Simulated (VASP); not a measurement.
# CsBr (Pm-3m) in VASP: reference runs

Aim: a first look at CsBr with PBE, on the cell as given and on a disturbed one.

All numbers are computed with VASP 6.6.1; they aren't measurements. Logs are shortened: lines on timing, memory, paths and dates and some standing lists are left out, and cuts for length are marked.

**1. Starting point**

Symmetry: Pm-3m, No. 221, cubic system. The conventional cell has a = 4.326 Å, b = 4.326 Å, c = 4.326 Å, α = 90.00°, β = 90.00°, γ = 90.00°. Cs (site symmetry m-3m) has 8 Br at 3.75 Å as nearest neighbours. Br (site symmetry m-3m) has 8 Cs at 3.75 Å as nearest neighbours.

The cell comes from a database or a generator and needn't be the stable form of this composition.

**2. Single point, PBE**

INCAR

```
SYSTEM = CsBr
PREC     = Accurate       ! precision mode
ENCUT    = 520            ! plane-wave cutoff, eV
EDIFF    = 1E-7           ! SCF threshold, eV
ISMEAR   = -1             ! smearing method
SIGMA    = 0.05           ! smearing width, eV
LREAL    = .False.        ! projectors in reciprocal space
LASPH    = .True.         ! aspherical terms in the spheres
NELM     = 100            ! most SCF steps
ALGO     = Normal         ! electronic algorithm
ISIF     = 2              ! what is computed and relaxed
LWAVE    = .False.        ! write WAVECAR
LCHARG   = .True.         ! write CHGCAR
GGA      = PE             ! functional
LELF     = .True.         ! ELF
LVHAR    = .True.       
NBANDS   = 15             ! bands
```

KPOINTS

```
Automatic mesh
0
Gamma
  6 6 6
  0 0 0
```

POSCAR

```
CsBr
1.0
    4.3256222200      0.0000000000      0.0000000000
    0.0000000000      4.3256222200      0.0000000000
    0.0000000000      0.0000000000      4.3256222200
Cs Br
1 1
Direct
    0.0000000000      0.0000000000      0.0000000000
    0.5000000000      0.5000000000      0.5000000000
```

Potentials or basis: VASP PAW PBE potentials, release 64 (Cs_sv, Br).

Launch:

```
$ cat potpaw_PBE.64/Cs_sv/POTCAR potpaw_PBE.64/Br/POTCAR > POTCAR
$ mpirun -np 1 vasp_std > vasp.out
```

OUTCAR:

```text
SYSTEM = CsBr
   PREC = Accurate
   ENCUT = 520
   EDIFF = 1E-7
   ISMEAR = -1
   LREAL = .False.
   LASPH = .True.
   NELM = 100
   ISIF = 2
   GGA = PE

 ion  position               nearest neighbor table
   1  0.000  0.000  0.000-
   2  0.500  0.500  0.500-

  LATTYP: Found a simple cubic cell.
 ALAT       =     4.3256222200

  Lattice vectors:

 A1 = (   4.3256222200,   0.0000000000,   0.0000000000)
 A2 = (   0.0000000000,   4.3256222200,   0.0000000000)
 A3 = (   0.0000000000,   0.0000000000,   4.3256222200)

Analysis of symmetry for initial positions (statically):
=====================================================================
 Subroutine PRICEL returns:
 Original cell was already a primitive cell.

 Routine SETGRP: Setting up the symmetry group for a
 simple cubic supercell.

 Subroutine GETGRP returns: Found 48 space group operations
 (whereof 48 operations were pure point group operations)
 out of a pool of 48 trial point group operations.

The static configuration has the point symmetry O_h .

Analysis of symmetry for dynamics (positions and initial velocities):
=====================================================================
 Subroutine PRICEL returns:
 Original cell was already a primitive cell.

 Routine SETGRP: Setting up the symmetry group for a
 simple cubic supercell.

 Subroutine GETGRP returns: Found 48 space group operations
 (whereof 48 operations were pure point group operations)
 out of a pool of 48 trial point group operations.

The dynamic configuration has the point symmetry O_h .

 Subroutine INISYM returns: Found 48 space group operations
 (whereof 48 operations are pure point group operations),
 and found     1 'primitive' translations

----------------------------------------------------------------------------------------

                                     Primitive cell

  volume of cell :      80.9368

  direct lattice vectors                    reciprocal lattice vectors
     4.325622220  0.000000000  0.000000000     0.231180614  0.000000000  0.000000000
     0.000000000  4.325622220  0.000000000     0.000000000  0.231180614  0.000000000
     0.000000000  0.000000000  4.325622220     0.000000000  0.000000000  0.231180614

  length of vectors
     4.325622220  4.325622220  4.325622220     0.231180614  0.231180614  0.231180614

  position of ions in fractional coordinates (direct lattice)
     0.000000000  0.000000000  0.000000000
     0.500000000  0.500000000  0.500000000

  ion indices of the primitive-cell ions
   primitive index   ion index
                 1           1
                 2           2

----------------------------------------------------------------------------------------

 KPOINTS: Automatic mesh

Automatic generation of k-mesh.
 Grid dimensions read from file:
 generate k-points for:    6    6    6

 Generating k-lattice:

  Cartesian coordinates                     Fractional coordinates (reciprocal lattice)
     0.038530102  0.000000000  0.000000000     0.166666667  0.000000000  0.000000000
     0.000000000  0.038530102  0.000000000     0.000000000  0.166666667  0.000000000
     0.000000000  0.000000000  0.038530102     0.000000000  0.000000000  0.166666667

  Length of vectors
     0.038530102  0.038530102  0.038530102

  Shift w.r.t. Gamma in fractional coordinates (k-lattice)
     0.000000000  0.000000000  0.000000000

 Subroutine IBZKPT returns following result:
 ===========================================

 Found     20 irreducible k-points:

 Following reciprocal coordinates:
            Coordinates               Weight
  0.000000  0.000000  0.000000      1.000000
  0.166667  0.000000  0.000000      6.000000
  0.333333  0.000000  0.000000      6.000000
  0.500000  0.000000  0.000000      3.000000
  0.166667  0.166667  0.000000     12.000000
  0.333333  0.166667  0.000000     24.000000
[... 12 lines left out ...]
  0.500000  0.500000  0.333333      6.000000
  0.500000  0.500000  0.500000      1.000000
   k-points           NKPTS =     20   k-points in BZ     NKDIM =     20   number of bands    NBANDS=     15
   number of dos      NEDOS =    301   number of ions     NIONS =      2
   total plane-waves  NPLWV =  32768
   dimension x,y,z NGX =    32 NGY =   32 NGZ =   32
   dimension x,y,z NGXF=    64 NGYF=   64 NGZF=   64
   ions per type =               1   1
   NGX,Y,Z   is equivalent  to a cutoff of  12.30, 12.30, 12.30 a.u.
   NGXF,Y,Z  is equivalent  to a cutoff of  24.60, 24.60, 24.60 a.u.
 SYSTEM =  CsBr
   PREC   = accura    normal or accurate (medium, high low for compatibility)
   ISTART =      0    job   : 0-new  1-cont  2-samecut
   ICHARG =      2    charge: 1-file 2-atom 10-const
   ISPIN  =      1    spin polarized calculation?
   LNONCOLLINEAR =      F non collinear calculations
   LSORBIT =      F    spin-orbit coupling
   LASPH  =      T    aspherical Exc in radial PAW
   ENCUT  =  520.0 eV  38.22 Ry    6.18 a.u.   8.04  8.04  8.04*2*pi/ulx,y,z
   NELM   =    100;   NELMIN=  2; NELMDL= -5     # of ELM steps
   EDIFF  = 0.1E-06   stopping-criterion for ELM
   LREAL  =      F    real-space projection
   EDIFFG = 0.1E-05   stopping-criterion for IOM
   NSW    =      0    number of steps for IOM
   IBRION =     -1    ionic relax: 0-MD 1-quasi-New 2-CG
   NFREE  =      0    steps in history (QN), initial steepest desc. (CG)
   ISIF   =      2    stress and relaxation
   ISYM   =      2    0-nonsym 1-usesym 2-fastsym
   POTIM  = 0.5000    time-step for ionic-motion
   TEBEG  =    0.0;   TEEND  =   0.0 temperature during run
   PSTRESS=    0.0 pullay stress
   NELECT =      16.0000    total number of electrons
   NUPDOWN=      -1.0000    fix difference up-down
   EMIN   =  10.00;   EMAX   =-10.00  energy-range for DOS
   EFERMI =   0.00;   METHOD = LEGACY
   ISMEAR =    -1;   SIGMA  =   0.05  broadening in eV -4-tet -1-fermi 0-gaus
   EFERMI_NEDOS =   21; number of points for ismear=-14 and -15
   IALGO  =     38    algorithm
   IMIX   =      4    mixing-type and parameters
     AMIX     =   0.40;   BMIX     =  1.00
     AMIX_MAG =   1.60;   BMIX_MAG =  1.00
  volume/ion in A,a.u.               =      40.47       273.09
  Fermi-wavevector in a.u.,A,eV,Ry     =   0.953673  1.802181 12.374397  0.909493
  Thomas-Fermi vector in A             =   2.082350
   LORBIT       =      0    0 simple, 1 ext, 2 COOP (PROOUT), +10 PAW based schemes
   GGA     = PE    functional components
[... 5 lines left out ...]
 non-spin polarized calculation
  energy-cutoff  :      520.00
  volume of cell :       80.94
 maximum number of plane-waves:      2212
   NGX = 17   NGY = 17   NGZ = 17

 number of electron      16.0000002 magnetization

 Free energy of the ion-electron system (eV)
  ---------------------------------------------------
  ext. energy  EPLUGINS =         0.00000000
  ---------------------------------------------------
  free energy    TOTEN  =        -6.01662360 eV

  energy without entropy =       -6.01662360  energy(sigma->0) =       -6.01662360

 E-fermi :   0.6471     XC(G=0):  -7.9522

 val. band max:       -0.4297591276   @ k =   0.5000   0.5000   0.0000
 cond. band min:       3.9789716435   @ k =   0.0000   0.0000   0.0000
 fundamental gap:      4.4087307711
 Fermi energy:         0.6471076236

 k-point     1 :       0.0000    0.0000    0.0000
  band No.  band energies     occupation
      1     -20.2501      2.00000
      2     -12.7672      2.00000
      3      -6.8544      2.00000
      4      -6.8544      2.00000
      5      -6.8544      2.00000
      6      -0.4395      2.00000
      7      -0.4395      2.00000
      8      -0.4395      2.00000
      9       3.9790      0.00000
     10       4.5076      0.00000
     11       4.5076      0.00000
     12       8.6021      0.00000
     13       8.6021      0.00000
     14       8.6021      0.00000
     15      11.5536      0.00000

 k-point     2 :       0.1667    0.0000    0.0000
  band No.  band energies     occupation
      1     -20.2383      2.00000
      2     -12.7694      2.00000
      3      -6.9538      2.00000
      4      -6.8310      2.00000
      5      -6.8310      2.00000
      6      -0.8305      2.00000
      7      -0.4853      2.00000
      8      -0.4853      2.00000
      9       4.6135      0.00000
     10       4.6807      0.00000
     11       5.0904      0.00000
     12       8.4571      0.00000
     13       8.4571      0.00000
     14       8.7384      0.00000
     15      10.2221      0.00000

 k-point     3 :       0.3333    0.0000    0.0000
  band No.  band energies     occupation
      1     -20.2145      2.00000
      2     -12.7752      2.00000
      3      -7.1352      2.00000
      4      -6.7831      2.00000
      5      -6.7831      2.00000
      6      -1.4456      2.00000
      7      -0.5802      2.00000
      8      -0.5802      2.00000
      9       5.1371      0.00000
     10       5.9259      0.00000
     11       6.4067      0.00000
     12       8.3289      0.00000
     13       8.3289      0.00000
     14       8.6374      0.00000
     15       9.0715      0.00000
[... 271 lines left out ...]
 k-point    19 :       0.5000    0.5000    0.3333
  band No.  band energies     occupation
      1     -20.1323      2.00000
      2     -12.6172      2.00000
      3      -7.2754      2.00000
      4      -7.2754      2.00000
      5      -7.1070      2.00000
      6      -1.4155      2.00000
      7      -1.4155      2.00000
      8      -1.3167      2.00000
      9       7.0364      0.00000
     10       7.1467      0.00000
     11       7.3211      0.00000
     12       7.3211      0.00000
     13       9.2559      0.00000
     14       9.2559      0.00000
     15      10.6855      0.00000

 k-point    20 :       0.5000    0.5000    0.5000
  band No.  band energies     occupation
      1     -20.1225      2.00000
      2     -12.5991      2.00000
      3      -7.2321      2.00000
      4      -7.2321      2.00000
      5      -7.2321      2.00000
      6      -1.5504      2.00000
      7      -1.5504      2.00000
      8      -1.5504      2.00000
      9       7.7640      0.00000
     10       7.7640      0.00000
     11       7.7640      0.00000
     12       8.6107      0.00000
     13       8.6107      0.00000
     14       8.6107      0.00000
     15      10.7349      0.00000

------------------------ aborting loop because EDIFF is reached ----------------------------------------

  FORCE on cell =-STRESS in cart. coord.  units (eV):
  Direction    XX          YY          ZZ          XY          YZ          ZX
  --------------------------------------------------------------------------------------
  -------------------------------------------------------------------------------------
  Total        0.3272931      0.3272931      0.3272931     -0.0000000     -0.0000000     -0.0000000
  in kB        6.4789058      6.4789058      6.4789058     -0.0000000     -0.0000000     -0.0000000
  external PRESSURE =       6.4789058 kB  Pullay stress =       0.0000000 kB

 VOLUME and BASIS-vectors are now :
 -----------------------------------------------------------------------------
  energy-cutoff  :      520.00
  volume of cell :       80.94
      direct lattice vectors                 reciprocal lattice vectors
     4.325622220  0.000000000  0.000000000     0.231180614  0.000000000  0.000000000
     0.000000000  4.325622220  0.000000000     0.000000000  0.231180614  0.000000000
     0.000000000  0.000000000  4.325622220     0.000000000  0.000000000  0.231180614

 POSITION                                       TOTAL-FORCE (eV/Angst)
 -----------------------------------------------------------------------------------
      0.00000      0.00000      0.00000         0.000000      0.000000      0.000000
      2.16281      2.16281      2.16281         0.000000      0.000000      0.000000
 -----------------------------------------------------------------------------------
    total drift:                                0.000000      0.000000     -0.000000

  FREE ENERGIE OF THE ION-ELECTRON SYSTEM (eV)
  ---------------------------------------------------
  free  energy   TOTEN  =        -6.0166236041 eV

  energy  without entropy=       -6.0166236040  energy(sigma->0) =       -6.01662360
```

Wall time 10 s (1 thread of Intel Xeon Platinum 8488C (Sapphire Rapids), shared host); peak memory 0.18 GiB.

What came out:

```
Free energy            : -6.0166 eV
Pressure               : 0.6 GPa
Band gap on the k mesh : 4.41 eV, indirect (least direct gap 4.42 eV)
```

Caveat: spin-orbit coupling is left out, which moves the levels of the heavy elements. PBE gaps usually lie below the measured ones, often by a third to a half.

**3. Single point, PBE (atoms moved at random, drawn with an rms of 0.05 Å)**

INCAR

```
ALGO     = Normal         # electronic algorithm
EDIFF    = 1E-7           # SCF threshold, eV
ENCUT    = 520            # plane-wave cutoff, eV
GGA      = PE             # functional
ISIF     = 2              # what is computed and relaxed
ISMEAR   = -1             # smearing method
LASPH    = T              # aspherical terms in the spheres
LCHARG   = F              # write CHGCAR
LREAL    = F              # projectors in reciprocal space
LWAVE    = F              # write WAVECAR
NBANDS   = 15             # bands
NELM     = 80             # most SCF steps
PREC     = Accurate       # precision mode
SIGMA    = 0.05           # smearing width, eV
```

KPOINTS

```
k-points
0
Gamma
  6 6 6
```

POSCAR

```
CsBr
1.0
    4.3256222200      0.0000000000      0.0000000000
    0.0000000000      4.3256222200      0.0000000000
    0.0000000000      0.0000000000      4.3256222200
Cs Br
1 1
Direct
    0.0135410000     -0.0027520000      0.0011840000
    0.5073350000      0.4997890000      0.4971940000
```

Potentials or basis: VASP PAW PBE potentials, release 64 (Cs_sv, Br).

Launch:

```
$ cat potpaw_PBE.64/Cs_sv/POTCAR potpaw_PBE.64/Br/POTCAR > POTCAR
$ mpirun -np 1 vasp_std > vasp.out
```

Wall time 61 s (1 thread of Intel Xeon Platinum 8488C (Sapphire Rapids), shared host); peak memory 0.26 GiB.

Results (log left out):

* Free energy: -6.0162 eV
* Pressure: 0.7 GPa
* Largest force: 0.026 eV/Å
* Band gap on the k mesh: 4.41 eV, indirect (least direct gap 4.42 eV)

Forces in eV/Å, atoms in the order of the input:
```
Cs  -0.020  0.009 -0.013
Br   0.020 -0.009  0.013
```

Levels at points of the mesh, in eV from the valence-band top:
```
           k point  band 5  band 6  band 7  band 8  band 9  band 10  band 11  band 12
(0.00, 0.00, 0.00)   -6.42   -0.01   -0.01   -0.01    4.41     4.94     4.94     9.03
(0.50, 0.00, 0.00)   -6.33   -1.27   -0.20   -0.20    5.91     7.17     7.61     8.32
(0.00, 0.50, 0.00)   -6.33   -1.27   -0.20   -0.20    5.91     7.17     7.61     8.31
(0.00, 0.00, 0.50)   -6.33   -1.27   -0.20   -0.20    5.91     7.17     7.61     8.31
(0.50, 0.50, 0.00)   -6.27   -0.57   -0.57    0.00    5.25     5.48     7.20     7.20
(0.00, 0.50, 0.50)   -6.27   -0.57   -0.57    0.00    5.25     5.48     7.20     7.20
(0.50, 0.00, 0.50)   -6.27   -0.57   -0.57    0.00    5.25     5.48     7.20     7.20
(0.50, 0.50, 0.50)   -6.80   -1.12   -1.12   -1.12    8.19     8.19     8.19     9.04
```

Caveat: spin-orbit coupling is left out, which moves the levels of the heavy elements.
